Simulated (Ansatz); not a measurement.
# Au (Fm-3m) in Ansatz: a series of runs

One crystal, Au, is run at these levels: PBEsol+D3(BJ); tasks: single point, equation of state.

All numbers are computed with Ansatz 0.2.0; they aren't measurements. Logs are shortened: lines on timing, memory, paths and dates and some standing lists are left out, and cuts for length are marked.

**Measured values to compare with.**

From “Exploring toroidal anvil profiles for larger sample volumes above 4 Mbar”, 2024, pmc:11102561, for a bulk crystal of Au: bulk modulus 167 GPa.

How close the calculation comes is told below.

**1. The structure**

Symmetry: Fm-3m, No. 225, cubic system. Conventional cell: a = 4.070 Å, b = 4.070 Å, c = 4.070 Å, α = 90.00°, β = 90.00°, γ = 90.00°. Au (site symmetry m-3m) is surrounded by 12 Au at 2.88 Å.

**2. Single point, PBEsol+D3(BJ), 15.84 Å³/atom (volume scaled by 0.94)**

The input, input.yaml:

```yaml
crystal:
  lattice:
    - [0.0, 1.9934577312, 1.9934577312]
    - [1.9934577312, 0.0, 1.9934577312]
    - [1.9934577312, 1.9934577312, 0.0]
  atoms:
    - { symbol: Au, position: [0.0, 0.0, 0.0] }
hamiltonian:
  xc: pbesol
  pseudopotentials: { kind: paw }
  dispersion: d3bj
kpoints:
  mp_grid: { grid: [11, 11, 11] }
scf:
  occupations: { method: fermi_dirac, width: 0.05 }
output:
  forces: true
  stress: true
  eigenvalues: true
  write_density: true
  write_potential: true
  elf: true
  volumetric_format: npy
```

Potentials or basis: Ansatz PAW.

Run with:

```
> ansatz run input.yaml --threads 2 --pin off --max-ram 5120MiB --backend cpu --events-out ev --progress --plain --runs-dir out
```

Log:

```text
Warning: RAYON_NUM_THREADS=2 ignored (pool sized by the plan → 2); use --threads N
Engine: ansatz 0.2.0, x86_64-unknown-linux-gnu
Pseudopotentials: kind: paw
Pseudopotential: Au, paw, valence charge 19, recommended cutoff 420 eV (normal), Au.paw.azcp
Functional definition: PBEsol
  exchange = pbesol_x
  correlation = pbesol_c
Crystal: 1 atoms, lattice volume = 15.843 Å³
Basis set: ecut = 420 eV, 331 PW (Γ), exchange–correlation on 40×40×40 points (8 copies of the dense FFT grid, shifted against one another)
Bands: 14, of which v1, the nominal top of the filled ones, is band 10 counted from 1 (9 counted from 0)
Symmetry: 48 space group operations
Space group: Fm-3m (ITA 225), of the structure as read, at distance tolerance 2.5e-5 Å
k-points: 56 of 1331
Non-local potential: Au, projectors of the file, l = 0: 3, l = 1: 2, l = 2: 2, l = 3: 1
PAW form: soft (Blöchl's): semilocal exchange-correlation on the pseudo side does not see the compensation charge
PAW frozen core: Au, regenerated for the run's functional, and the local potential with it (the file was generated under x = pbe(κ = 0.804, μ = 0.2195149727645171), c = pbe(β = 0.06672455060314922))
PAW one-centre angular grid: Au, 590 points (default); XC on 64 Gauss nodes
Initial density: superposition of atomic densities (neutral atoms: chi_scale 0, normalization atom), corrected by the library's trained network
Initial wavefunctions: pseudopotential atomic-orbital guess
Functional: x = pbesol(κ = 0.804, μ = 0.12345679012345678), c = pbesol(β = 0.046)
SCF iter   1: F=—  HF=-13007.739126 eV  |F-HF|=—  |Δ(HF+E_count)|=         —  Δρ=6.46e-3  dr2=5.83e-3  ethr=1.77e-3  ⟨swp⟩=4.8  Hψ=4003  notcnv=0
preconditioner: auto → none  [metal: Δε(μ)=0.105 eV  Ē_g=16.754 eV  σ=0.050 eV  W_gap=0.48  n_scr=8 (ndim 8)  ℏωp=30.9 eV  f_vac=0.000  D(μ)=0.34/eV (n_scr^D=0)  sad-step TF]
SCF iter   2: F=—  HF=-13007.737739 eV  |F-HF|=—  |Δ(HF+E_count)|=   1.39e-3  Δρ=2.86e-3  dr2=1.06e-3  ethr=3.07e-5  ⟨swp⟩=1.2  Hψ=1246  notcnv=0
SCF iter   3: F=—  HF=-13007.737449 eV  |F-HF|=—  |Δ(HF+E_count)|=   2.91e-4  Δρ=3.94e-4  dr2=9.06e-6  ethr=5.58e-6  ⟨swp⟩=2.0  Hψ=1042  notcnv=0
SCF iter   4: F=—  HF=-13007.737453 eV  |F-HF|=—  |Δ(HF+E_count)|=   4.62e-6  Δρ=4.47e-5  dr2=1.58e-7  ethr=4.77e-8  ⟨swp⟩=2.2  Hψ=1109  notcnv=0
iter 5 did not close the SCF: its close was put off for the readings that it lacked (scf_convergence_deferred on its scf_iter line)
SCF iter   5: F=-13007.737453 eV  HF=-13007.737453 eV  |F-HF|=2.55e-10  |Δ(HF+E_count)|=   1.01e-7  Δρ=2.51e-6  dr2=1.90e-10  ethr=8.32e-10  ⟨swp⟩=2.2  Hψ=1242  notcnv=0
SCF iter   6: F=-13007.737453 eV  HF=-13007.737453 eV  |F-HF|=5.46e-12  |Δ(HF+E_count)|=  2.89e-10  Δρ=3.61e-7  dr2=1.48e-11  ethr=1.00e-12  ⟨swp⟩=4.8  Hψ=3772  notcnv=0
SCF 1 converged in 6 iterations: F = -13007.737453 eV  dr2 = 1.48e-11
SCF converged after 6 iterations
Free energy (F): -13007.737453 eV
Harris-Foulkes:  -13007.737453 eV  (|F-HF|=5.46e-12)
Internal energy: -13007.734957 eV  (E = F + TS)
E sigma→0 (E₀):  -13007.736205 eV
Entropy (-TS):   -0.002496 eV (-2.496 meV/atom)
Fermi energy:    22.507487 eV
--- Per-component energies (eV) ---
  E_band       = -176.615345
  E_kinetic    = 606.563499
  E_local      = -1597.148277  (includes V_loc(G=0)·N_el)
  E_nonlocal   = 77.496001
  E_hartree    = 687.947823
  E_xc         = -227.551209
  E_vxc        = -275.906509  (∫ρ·V_xc dr)
  E_paw        = -9565.725957  (= ΣΔE_a)
  E_vpaw       = -363.517298  (= ΣTr[D̂ρ^β])
  E_aug_tail   = 0.001396  (compensation charges beyond the density's cutoff)
  E_ewald      = -2988.947276
  E_disp       = -0.680435  (pairwise vdW)
  E_core_change = 0.309479  (= ΣΔE_core)
  E_smearing   = -0.002496  (= −TS)
  E_closure    = -0.000000  (closes the sum)
  Σ components = -13007.737453   (vs F -13007.737453, Δ=0.00e0)
--- Forces (eV/Å), atoms counted from 1 ---
  atom   1  Au    -0.00000000     0.00000000    -0.00000000
  max |Σ_I F_I| component: 1.15e-31 eV/Å
--- Stress (GPa, compression-positive) ---
        8.289975       0.000000      -0.000000
        0.000000       8.289975       0.000000
       -0.000000      -0.000000       8.289975
  P = ⅓ Tr σ = 8.2900 GPa (82.900 kbar)
--- Band table (eV; the first three rows and the last of 56) ---
  k-point 0: bands = ["-83.2078", "-34.4824", "-34.4824", "-34.4824", "11.8180", "17.4531", "17.4531", "17.4531", "19.1958", "19.1958", "36.8380", "41.2442", "41.2442", "41.2442"]
  k-point 1: bands = ["-83.2065", "-34.5060", "-34.4859", "-34.4859", "12.1249", "17.3473", "17.5602", "17.5602", "19.1475", "19.1475", "37.2221", "39.6433", "41.6461", "41.6461"]
  k-point 2: bands = ["-83.2028", "-34.5692", "-34.4953", "-34.4953", "12.9632", "17.1703", "17.7541", "17.7541", "19.1462", "19.1462", "36.6215", "38.1190", "42.6854", "42.6854"]
  k-point 55: bands = ["-83.1849", "-34.6876", "-34.6718", "-34.5902", "15.9691", "16.5735", "17.2205", "19.0420", "20.8215", "27.0648", "28.6953", "29.7750", "33.0658", "44.2138"]
```

Wall time 0.42 s (2 threads of INTEL XEON PLATINUM 8581C at 2.30GHz (Emerald Rapids), shared host); peak memory 0.34 GiB.

Results:

```yaml
Free_energy: -13007.7375 eV
Pressure: 8.3 GPa
Band_gap_on_the_k_mesh: none (metal or under the smearing width)
```

Caveat: pairwise dispersion overbinds metals, which lowers pressure and volume; the PAW data sets come from PBE, with cores solved anew for the run's functional, which leaves a small shift of forces and pressure.

**3. Single point, PBEsol+D3(BJ), 16.18 Å³/atom (volume scaled by 0.96)**

Changes to input.yaml since step 2:

```diff
@@ -2,5 +2,5 @@
   lattice:
-    - [0.0, 1.9934577312, 1.9934577312]
-    - [1.9934577312, 0.0, 1.9934577312]
-    - [1.9934577312, 1.9934577312, 0.0]
+    - [0.0, 2.0074966285, 2.0074966285]
+    - [2.0074966285, 0.0, 2.0074966285]
+    - [2.0074966285, 2.0074966285, 0.0]
   atoms:
```

Potentials or basis: Ansatz PAW.

Run with:

```
> ansatz run input.yaml --threads 2 --pin off --max-ram 5120MiB --backend cpu --events-out ev --progress --plain --runs-dir out
```

Run time: 0.42 s. Hardware: 2 threads of INTEL XEON PLATINUM 8581C at 2.30GHz (Emerald Rapids), shared host; peak memory 0.34 GiB.

It converged, with:

* Free energy: -13007.7497 eV
* Pressure: 3.4 GPa
* Band gap on the k mesh: none (metal or under the smearing width)

Caveat: pairwise dispersion overbinds metals, which lowers pressure and volume; the PAW data sets come from PBE, with cores solved anew for the run's functional, which leaves a small shift of forces and pressure.

**4. Single point, PBEsol+D3(BJ), 16.52 Å³/atom (volume scaled by 0.98)**

The input, input.yaml:

```yaml
crystal:
  lattice:
    - [0.0, 2.0213418704, 2.0213418704]
    - [2.0213418704, 0.0, 2.0213418704]
    - [2.0213418704, 2.0213418704, 0.0]
  atoms:
    - { symbol: Au, position: [0.0, 0.0, 0.0] }
hamiltonian:
  xc: pbesol
  pseudopotentials: { kind: paw }
  dispersion: d3bj
kpoints:
  mp_grid: { grid: [11, 11, 11] }
scf:
  occupations: { method: fermi_dirac, width: 0.05 }
output:
  forces: true
  stress: true
  eigenvalues: true
```

Run with:

```
> ansatz run input.yaml --threads 2 --pin off --max-ram 5120MiB --backend cpu --events-out ev --progress --plain --runs-dir out
```

Wall time 0.34 s (2 threads of INTEL XEON PLATINUM 8581C at 2.30GHz (Emerald Rapids), shared host); peak memory 0.33 GiB.

Results (log left out):

| Property | Result |
| --- | --- |
| Free energy | -13007.7523 eV |
| Pressure | -0.8 GPa |
| Band gap on the k mesh | none (metal or under the smearing width) |

Caveat: pairwise dispersion overbinds metals, which lowers pressure and volume; the PAW data sets come from PBE, with cores solved anew for the run's functional, which leaves a small shift of forces and pressure.

**5. Single point, PBEsol+D3(BJ), 16.85 Å³/atom**

Changes to input.yaml since step 4:

```diff
@@ -2,5 +2,5 @@
   lattice:
-    - [0.0, 2.0213418704, 2.0213418704]
-    - [2.0213418704, 0.0, 2.0213418704]
-    - [2.0213418704, 2.0213418704, 0.0]
+    - [0.0, 2.035, 2.035]
+    - [2.035, 0.0, 2.035]
+    - [2.035, 2.035, 0.0]
   atoms:
```

Run with:

```
> ansatz run input.yaml --threads 2 --pin off --max-ram 5120MiB --backend cpu --events-out ev --progress --plain --runs-dir out
```

Run time: 0.33 s. Hardware: 2 threads of INTEL XEON PLATINUM 8581C at 2.30GHz (Emerald Rapids), shared host; peak memory 0.34 GiB.

It converged, with:

```
Free energy            : -13007.7466 eV
Pressure               : -4.5 GPa
Band gap on the k mesh : none (metal or under the smearing width)
```

Caveat: pairwise dispersion overbinds metals, which lowers pressure and volume; the PAW data sets come from PBE, with cores solved anew for the run's functional, which leaves a small shift of forces and pressure.

**6. Single point, PBEsol+D3(BJ), 17.19 Å³/atom (volume scaled by 1.02)**

Changes to input.yaml since step 5:

```diff
@@ -2,5 +2,5 @@
   lattice:
-    - [0.0, 2.035, 2.035]
-    - [2.035, 0.0, 2.035]
-    - [2.035, 2.035, 0.0]
+    - [0.0, 2.048477214, 2.048477214]
+    - [2.048477214, 0.0, 2.048477214]
+    - [2.048477214, 2.048477214, 0.0]
   atoms:
@@ -19 +19,5 @@
   eigenvalues: true
+  write_density: true
+  write_potential: true
+  elf: true
+  volumetric_format: npy
```

Potentials or basis: Ansatz PAW.

Run with:

```
> ansatz run input.yaml --threads 2 --pin off --max-ram 5120MiB --backend cpu --events-out ev --progress --plain --runs-dir out
```

Run time: 0.41 s. Hardware: 2 threads of INTEL XEON PLATINUM 8581C at 2.30GHz (Emerald Rapids), shared host; peak memory 0.34 GiB.

The run converged. Its results:

```
Free energy            : -13007.7337 eV
Pressure               : -7.7 GPa
Band gap on the k mesh : none (metal or under the smearing width)
```

Caveat: pairwise dispersion overbinds metals, which lowers pressure and volume; the PAW data sets come from PBE, with cores solved anew for the run's functional, which leaves a small shift of forces and pressure.

**7. Single point, PBEsol+D3(BJ), 17.53 Å³/atom (volume scaled by 1.04)**

The input, input.yaml:

```yaml
crystal:
  lattice:
    - [0.0, 2.0617793868, 2.0617793868]
    - [2.0617793868, 0.0, 2.0617793868]
    - [2.0617793868, 2.0617793868, 0.0]
  atoms:
    - { symbol: Au, position: [0.0, 0.0, 0.0] }
hamiltonian:
  xc: pbesol
  pseudopotentials: { kind: paw }
  dispersion: d3bj
kpoints:
  mp_grid: { grid: [11, 11, 11] }
scf:
  occupations: { method: fermi_dirac, width: 0.05 }
output:
  forces: true
  stress: true
  eigenvalues: true
```

Run with:

```
> ansatz run input.yaml --threads 2 --pin off --max-ram 5120MiB --backend cpu --events-out ev --progress --plain --runs-dir out
```

Run time: 0.36 s. Hardware: 2 threads of INTEL XEON PLATINUM 8581C at 2.30GHz (Emerald Rapids), shared host; peak memory 0.32 GiB.

It converged, with:

```
Free energy            : -13007.7143 eV
Pressure               : -10.6 GPa
Band gap on the k mesh : none (metal or under the smearing width)
```

Caveat: pairwise dispersion overbinds metals, which lowers pressure and volume; the PAW data sets come from PBE, with cores solved anew for the run's functional, which leaves a small shift of forces and pressure.

**8. Single point, PBEsol+D3(BJ), 17.87 Å³/atom (volume scaled by 1.06)**

Changes to input.yaml since step 7:

```diff
@@ -2,5 +2,5 @@
   lattice:
-    - [0.0, 2.0617793868, 2.0617793868]
-    - [2.0617793868, 0.0, 2.0617793868]
-    - [2.0617793868, 2.0617793868, 0.0]
+    - [0.0, 2.0749120936, 2.0749120936]
+    - [2.0749120936, 0.0, 2.0749120936]
+    - [2.0749120936, 2.0749120936, 0.0]
   atoms:
```

Run with:

```
> ansatz run input.yaml --threads 2 --pin off --max-ram 5120MiB --backend cpu --events-out ev --progress --plain --runs-dir out
```

Wall time 0.35 s (2 threads of INTEL XEON PLATINUM 8581C at 2.30GHz (Emerald Rapids), shared host); peak memory 0.33 GiB.

The run converged. Its results:

| Property | Result |
| --- | --- |
| Free energy | -13007.6895 eV |
| Pressure | -13.0 GPa |
| Band gap on the k mesh | none (metal or under the smearing width) |

Caveat: pairwise dispersion overbinds metals, which lowers pressure and volume; the PAW data sets come from PBE, with cores solved anew for the run's functional, which leaves a small shift of forces and pressure.

**9. Equation of state, PBEsol+D3(BJ)**

Potentials or basis: Ansatz PAW.

This step only gathers the single runs of the series.

Results:

```
Equilibrium volume                      : 16.45 Å³/atom
Bulk modulus                            : 199 GPa
Pressure derivative of the bulk modulus : 5.7
```

Energy against volume, from the lowest point:
```
volume (Å³/atom)  energy (meV/atom)
          15.843              14.88
          16.181               2.66
          16.518               0.00
          16.855               5.69
          17.192              18.67
          17.529              37.99
          17.866              62.82
```

**10. How close it comes**

Step 9. A measured bulk modulus of Au is 167 GPa (quoted in “Exploring toroidal anvil profiles for larger sample volumes above 4 Mbar”, 2024, pmc:11102561); the calculated 199 GPa misses it by +19.0 %. The fit is for a static lattice scaled at fixed shape and fixed fractional positions.
